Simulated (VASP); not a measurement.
**C: relaxation of cell and atoms with PBE+D3(BJ)**

Crystal: C.

```
CELL_PARAMETERS angstrom
2.45600 0.00000 0.00000
-1.22800 2.12696 0.00000
0.00000 0.00000 6.69600
ATOMIC_POSITIONS crystal
C 0.00000 0.00000 0.75000
C 0.00000 0.00000 0.25000
C 0.33333 0.66667 0.75000
C 0.66667 0.33333 0.25000
```

```json
{"Program": "VASP 6.6.1", "Task": "relaxation of cell and atoms", "Functional": "PBE", "Dispersion": "D3(BJ)", "Potentials or basis": "VASP PAW PBE potentials, release 64 (C)", "Cutoff": "520 eV", "k mesh": "15 × 15 × 6", "Occupations": "gaussian, width 0.02 eV", "Spin": "no spin polarisation", "Further INCAR settings": "ALGO = Normal; EDIFF = 0.05; IBRION = 2; EDIFFG = -0.002; NSW = 80; ISIF = 3"}
```

* Relaxed volume: 8.85 Å³/atom
* Relaxed cell: a = 2.466 Å, b = 2.466 Å, c = 6.723 Å, α = 90.00°, β = 90.00°, γ = 120.00°
* Space group after relaxing (to 0.05 Å): P6_3/mmc (No. 194)
* Energy gained by relaxing: 1.3 meV/atom
* Ionic steps: 51
* Pressure after relaxing: 0.0 GPa
* Band gap on the k mesh: none (metal or under the smearing width)
* Dispersion energy per atom: -0.156 eV

Step by step:
```tsv
step	energy change (eV)	largest force (eV/Å)	pressure (GPa)	volume (Å³)
1	0.0000	0.0000	4.61	34.98
3	-0.0063	0.0000	-1.99	35.41
5	-0.0053	0.0000	0.24	35.31
7	-0.0053	0.0000	0.05	35.33
9	-0.0053	0.0000	0.16	35.34
11	-0.0053	0.0000	0.57	35.37
13	-0.0054	0.0000	2.14	35.51
15	-0.0051	0.0000	8.47	36.06
17	0.0121	0.0000	2.63	36.45
19	0.0084	0.0000	4.24	36.12
21	0.0073	0.0000	4.44	36.08
23	0.0071	0.0000	4.57	36.08
25	0.0062	0.0000	4.30	36.10
27	0.0028	0.0000	3.23	36.18
29	-0.0025	0.0000	-0.90	36.48
31	-0.0020	0.0000	0.73	36.37
33	-0.0024	0.0000	-0.42	36.45
35	-0.0025	0.0000	-0.50	36.43
37	-0.0031	0.0000	-0.71	36.33
39	-0.0064	0.0000	-1.52	35.91
41	-0.0003	0.0000	3.07	34.24
43	-0.0102	0.0000	4.70	34.89
45	-0.0052	0.0000	1.78	35.23
47	-0.0050	0.0000	1.15	35.32
49	-0.0053	0.0000	-0.21	35.43
51	-0.0053	0.0000	0.01	35.41
```

Final structure:
```xyz
4
Lattice="2.4663 0.0000 0.0000 -1.2332 2.1359 0.0000 0.0000 0.0000 6.7227" Properties=species:S:1:pos:R:3 pbc="T T T"
C     0.0000    0.0000    5.0420
C     0.0000    0.0000    1.6807
C     0.0000    1.4239    5.0420
C     1.2332    0.7120    1.6807
```

Levels at points of the mesh, in eV from the Fermi level:
```csv
k point,band 6,band 7,band 8,band 9,band 10,band 11
"(0.00, 0.00, 0.00)",-3.01,-3.00,-3.00,4.28,8.32,8.32
"(0.00, 0.00, 0.50)",-3.00,-3.00,-3.00,6.91,6.91,8.34
```

Wall time 7.1 min on 1 thread of Intel(R) Xeon(R) Platinum 8259CL CPU @ 2.50GHz (Skylake/Cascade Lake), on a shared host, peak memory 0.18 GiB.

Zero-point motion and thermal expansion aren't in these numbers.
